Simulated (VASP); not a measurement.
A run of VASP 6.6.1 is set up as follows.

The input INCAR:

```
ALGO = Normal
EDIFF = 1E-6
EDIFFG = -0.01
ENCUT = 600
IBRION = 2
ISIF = 3
ISMEAR = -1
LASPH = True
LCHARG = False
LREAL = False
LWAVE = False
NELM = 60
NSW = 60
PREC = Accurate
SIGMA = 0.05
```

File KPOINTS:

```
k-points
0
Gamma
  13 13 10
```

File POSCAR:

```
Be
1.0
    2.0208100000      0.0000000000      0.0000000000
    0.0000000000      2.0208100000      0.0000000000
    0.0000000000      0.0000000000      2.6616400000
Be
1
Direct
    0.0000000000      0.0000000000      0.5000000000
```

Potentials or basis: VASP PAW LDA potentials, release 64 (Be).

Run with:

```bash
$ cat potpaw_LDA.64/Be/POTCAR > POTCAR
$ mpirun -np 1 vasp_std > vasp.out
```

(1) Estimate the relaxed cell.

(2) Predict the relaxed volume.

(3) Estimate the space group after relaxing (to 0.05 Å).

(4) Predict the band gap on the k mesh.

## Answers

(1) a = 1.995 Å, b = 1.995 Å, c = 2.615 Å, α = 90.00°, β = 90.00°, γ = 90.00°.

(2) 10.41 Å³/atom.

(3) P4/mmm (No. 123).

(4) none (metal or under the smearing width).
